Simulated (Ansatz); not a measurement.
# Ti20H2O: the cost of one run

Computed with Ansatz 0.2.0 (DFT PBE+D3(BJ), scalar-relativistic, plane waves, PAW, unless a step's input says otherwise).

### Step 1. The structure to begin with

Symmetry: Cm, No. 8, monoclinic system. The conventional cell has a = 10.219 Å, b = 5.900 Å, c = 27.760 Å, α = 90.00°, β = 90.00°, γ = 90.00°. Around Ti (site symmetry m) lie 9 Ti at 2.89 to 2.95 Å. Ti (site symmetry 1) has 9 Ti at 2.89 to 2.95 Å as nearest neighbours. Ti (site symmetry 1) is surrounded by 12 Ti at 2.89 to 2.95 Å. Around Ti (site symmetry m) lie 12 Ti at 2.89 to 2.95 Å. Only part of the 17 independent sites is listed.

As a file:

```xyz
23
Lattice="5.9000 0.0000 0.0000 2.9500 5.1095 0.0000 0.0000 0.0000 27.7600" Properties=species:S:1:pos:R:3 pbc="T T T"
Ti    0.0000    0.0000    8.0000
Ti    2.9500    0.0000    8.0000
Ti    1.4750    2.5548    8.0000
Ti    4.4250    2.5548    8.0000
Ti    5.9000    1.7032   10.3400
Ti    2.9500    1.7032   10.3400
Ti    7.3750    4.2580   10.3400
Ti    4.4250    4.2580   10.3400
Ti    0.0000    0.0000   12.6800
Ti    2.9500    0.0000   12.6800
Ti    1.4750    2.5548   12.6800
Ti    4.4250    2.5548   12.6800
Ti    5.9000    1.7032   15.0200
Ti    2.9500    1.7032   15.0200
Ti    7.3750    4.2580   15.0200
Ti    4.4250    4.2580   15.0200
Ti    0.0000    0.0000   17.3600
Ti    2.9500    0.0000   17.3600
Ti    1.4750    2.5548   17.3600
Ti    4.4250    2.5548   17.3600
O     0.0000    0.0000   19.5600
H     4.9855    0.2555   19.7600
H     2.7140    4.1898   19.7600
```

### Step 2. Relaxing the atoms: Ti20H2O slab, no spin

File input.yaml:

```yaml
crystal:
  lattice:
    - [5.9, 0.0, 0.0]
    - [2.95, 5.1095498823, 0.0]
    - [0.0, 0.0, 27.76]
  atoms:
    - { symbol: Ti, position: [0.0, 0.0, 0.288184438] }
    - { symbol: Ti, position: [0.5, 0.0, 0.288184438] }
    - { symbol: Ti, position: [0.0, 0.5, 0.288184438] }
    - { symbol: Ti, position: [0.5, 0.5, 0.288184438] }
    - { symbol: Ti, position: [0.8333333333, 0.3333333333, 0.3724783862] }
    - { symbol: Ti, position: [0.3333333333, 0.3333333333, 0.3724783862] }
    - { symbol: Ti, position: [0.8333333333, 0.8333333333, 0.3724783862] }
    - { symbol: Ti, position: [0.3333333333, 0.8333333333, 0.3724783862] }
    - { symbol: Ti, position: [0.0, 0.0, 0.4567723343] }
    - { symbol: Ti, position: [0.5, 0.0, 0.4567723343] }
    - { symbol: Ti, position: [0.0, 0.5, 0.4567723343] }
    - { symbol: Ti, position: [0.5, 0.5, 0.4567723343] }
    - { symbol: Ti, position: [0.8333333333, 0.3333333333, 0.5410662824] }
    - { symbol: Ti, position: [0.3333333333, 0.3333333333, 0.5410662824] }
    - { symbol: Ti, position: [0.8333333333, 0.8333333333, 0.5410662824] }
    - { symbol: Ti, position: [0.3333333333, 0.8333333333, 0.5410662824] }
    - { symbol: Ti, position: [0.0, 0.0, 0.6253602305] }
    - { symbol: Ti, position: [0.5, 0.0, 0.6253602305] }
    - { symbol: Ti, position: [0.0, 0.5, 0.6253602305] }
    - { symbol: Ti, position: [0.5, 0.5, 0.6253602305] }
    - { symbol: O, position: [0.0, 0.0, 0.704610951] }
    - { symbol: H, position: [0.82, 0.05, 0.711815562] }
    - { symbol: H, position: [0.05, 0.82, 0.711815562] }
scf:
  occupations: { method: gaussian, width: 0.05 }
output:
  forces: true
  stress: false
  write_density: true
  write_potential: true
  elf: true
  volumetric_format: npy
kpoints:
  mp_grid: { grid: [8, 8, 1] }
efield:
  axis: 3
  dipole_correction: true
hamiltonian:
  xc: pbe
  dispersion: d3bj
relax:
  f_tol: 0.02
  max_steps: 120
  constraints: [{ sites: [0, 1, 2, 3, 4, 5, 6, 7] }]
```

Launch:

```
$ ansatz run input.yaml --threads 4 --pin off --max-ram 11264MiB --backend cpu --events-out ev --progress --plain --runs-dir out
```

**Question.** How long does this run take on 4 threads of Arm Neoverse V1, shared host, and how much memory does it need?

About 15 min, with a peak of 4 GiB.
